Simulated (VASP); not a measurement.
**H: single point with PBE**

The system is H.

```
H
1.0
    -1.69153    1.69153    2.05847
     1.69153   -1.69153    2.05847
     1.69153    1.69153   -2.05847
H
2
Direct
  0.90986 0.90986 0.00000
  0.09014 0.09014 0.00000
```

```json
{
  "Program": "VASP 6.6.1",
  "Task": "single point",
  "Functional": "PBE",
  "Potentials or basis": "VASP PAW PBE potentials, release 64 (H)",
  "Cutoff": "520 eV",
  "k mesh": "8 × 8 × 8",
  "Occupations": "gaussian, width 0.1 eV",
  "Spin": "no spin polarisation",
  "Dipole correction": "no",
  "Further INCAR settings": "ALGO = Fast; EDIFF = 1e-06; NBANDS = 8"
}
```

The pressure is 0.6 GPa, the largest force is 0.263 eV/Å and the band gap on the k mesh is 8.94 eV, indirect (least direct gap 9.74 eV).

Forces on the atoms (eV/Å):
```
H    0.000  0.000 -0.263
H    0.000  0.000  0.263
```

Stress tensor (GPa, compression positive):
```
0.18 0.00 0.00
0.00 0.18 0.00
0.00 0.00 1.50
```

Levels at points of the mesh, in eV from the valence-band top:
| k point | band 1 | band 2 | band 3 | band 4 | band 5 | band 6 |
| --- | --- | --- | --- | --- | --- | --- |
| (0.00, 0.00, 0.00) | -2.37 | 13.60 | 17.09 | 23.54 | 23.54 | 25.61 |
| (0.50, 0.00, 0.00) | -0.81 | 8.94 | 16.96 | 18.79 | 20.32 | 23.24 |
| (0.50, 0.50, 0.00) | -0.60 | 10.71 | 14.06 | 16.26 | 19.03 | 19.97 |
| (0.50, 0.50, 0.50) | 0.00 | 10.15 | 15.58 | 16.15 | 16.15 | 18.48 |

It took 5.8 s on 1 thread of Intel(R) Xeon(R) 6975P-C (Granite Rapids), with other jobs on the host, peak memory 0.13 GiB.

A k mesh can miss the band edges.
